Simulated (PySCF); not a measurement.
An unknown shows these calculated signals:

1H NMR (400 MHz, computed): δ 7.01 (m, 2H), 6.89 (m, 2H), 3.18 (m, 2H).

13C{1H} NMR (computed): δ 145.7 (CH), 144.8 (CH), 46.9 (CH2).

PySCF 2.14.0 with density-fitted response routines calculation with structure optimised with PBE0-D3(BJ)/def2-TZVP and shielding tensors at PBE0/pcSseg-2 (GIAO); averaged over atoms made equivalent by symmetry, fast rotation or ring inversion, isolated molecule, one computed conformer, relativity neglected.

Referencing at the same level of theory: 1H (σref 31.52), 13C (σref 186.03) vs TMS.

Which of these does the molecule contain: an NH or NH2 group, a heteroaromatic ring, a non-aromatic C=C double bond, an aldehyde?

Results:


- An NH or NH2 group: no.
- A heteroaromatic ring: no.
- A non-aromatic C=C double bond: yes.
- An aldehyde: no.

The data belong to 1,3-Cyclopentadiene, C5H6; they needn't prove each group on their own.

Carbon signals by region: 2 in the sp2 and nitrile region (100–160 ppm), 1 below 50 ppm.

Shifts are as computed. Against solution values, carbons near 30 ppm lie about +3 ppm off and those near 130 ppm about +9 ppm. Of 1211 compounds with measured shifts, 218 miss one by over three times the rms of a fit or turn the order of signals round; such compounds aren't used in these exercises. Multiplicities follow the n + 1 count of equivalent neighbours, as no J values were calculated; m marks all less simple cases, F and P coupling included.
